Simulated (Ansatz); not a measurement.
# Is this HfB2 structure stable?

It was relaxed at this level from a cell as deposited in COD.

Theory: DFT PBE, scalar-relativistic, plane waves, PAW (Ansatz). Plane waves to 420 eV, an 18×18×14 mesh through Γ for the 3-atom cell and 0.10 eV Gaussian smearing; no spin polarisation.

```xyz
3
Lattice="3.1460 0.0000 0.0000 -1.5730 2.7245 0.0000 0.0000 0.0000 3.4851" Properties=species:S:1:pos:R:3 pbc="T T T"
Hf    0.0000    0.0000    0.0000
B     0.0000    1.8163    1.7425
B     1.5730    0.9082    1.7425
```

The zero of energy is the elements' standard structures at the same level; no fitted shifts are applied.

Question: These tests were run: energy against the elements; random kick, then relaxation without symmetry; phonons at Γ; elastic tensor. What do they show?

Answer:

```csv
test,result
energy against the elements,−1.01 eV/atom
"random kick, then relaxation without symmetry",returns
phonons at Γ,lowest optical mode 436 cm⁻¹
elastic tensor,least eigenvalue 258 GPa
```

It fails none of these tests. Competing phases weren't compared here. Phonons away from Γ weren't computed.

These runs have no spin–orbit coupling, which can matter for Hf. The kick test ran on a coarse mesh. The run for the phonons used an 18×18×14 k mesh and Fermi–Dirac smearing of 0.15 eV. The run for the elastic tensor used an 18×18×14 k mesh and Fermi–Dirac smearing of 0.15 eV.
